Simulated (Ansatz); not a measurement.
## How far is PAW off for ZrS$_{2}$?

```yaml
crystal:
  lattice:
    - [3.63000, 0.00000, 0.00000]
    - [-1.81500, 3.14367, 0.00000]
    - [0.00000, 0.00000, 6.02550]
  atoms:
    - { symbol: Zr, position: [0.00000, 0.00000, 0.00000] }
    - { symbol: S, position: [0.33333, 0.66667, 0.24920] }
    - { symbol: S, position: [0.66667, 0.33333, 0.75080] }
```

Atom numbers follow the list: Zr1, S2, S3.

Conventional cell: a = 3.630 Å, b = 3.630 Å, c = 6.026 Å, α = 90.00°, β = 90.00°, γ = 120.00°. Zr (atom 1) has 6 S at 2.58 Å as nearest neighbours. S (atom 2) has 3 Zr at 2.58 Å as nearest neighbours.

The cell is COD entry 5910006, as deposited and not checked against the literature; nothing was relaxed. The listed cell was then made from it by scaling, straining or moving an atom.

Levels of theory: DFT, PBE, PAW with Ansatz's default frozen-core files, scalar-relativistic (Ansatz 0.2.0); DFT, PBE, all-electron PAW with datasets made for the crystal, scalar-relativistic (Ansatz 0.2.0); DFT, PBE, all-electron LAPW, scalar-relativistic (Ansatz 0.2.0).

For PAW: a Γ-centred 10×10×5 k mesh, Fermi–Dirac smearing of 0.01 eV, cutoff 420 eV, no spin polarisation. The crystal-made all-electron datasets (AE datasets) take a cutoff of 240 eV at this cell. LAPW targets a basis error of 1 meV/atom. The Ansatz runs share mesh, smearing and spin set-up. Plane-wave (PAW) pressures include the program's estimate of the Pulay term.

Stress and pressure are positive in compression.

Spin–orbit coupling is left out, which moves gradients at and beside heavy atoms by some per cent and at worst by a factor of two.

```csv
quantity,PAW,AE datasets,LAPW
pressure (GPa),0.37,0.39,0.39
stress xx (GPa),1.18,1.20,1.20
stress zz (GPa),-1.25,-1.23,-1.23
"force on S2, z (eV/Å)",-0.370,-0.368,-0.368
band gap (eV),0.816,0.817,0.785
field gradient Vzz at Zr1 (10²¹ V/m²),-1.80,-1.78,–
field gradient Vzz at S2 (10²¹ V/m²),0.35,0.35,–
```

PAW's pressure differs from the LAPW value by -0.02 GPa. Datasets made for the crystal and LAPW share parts of one code, so their agreement isn't an independent check.
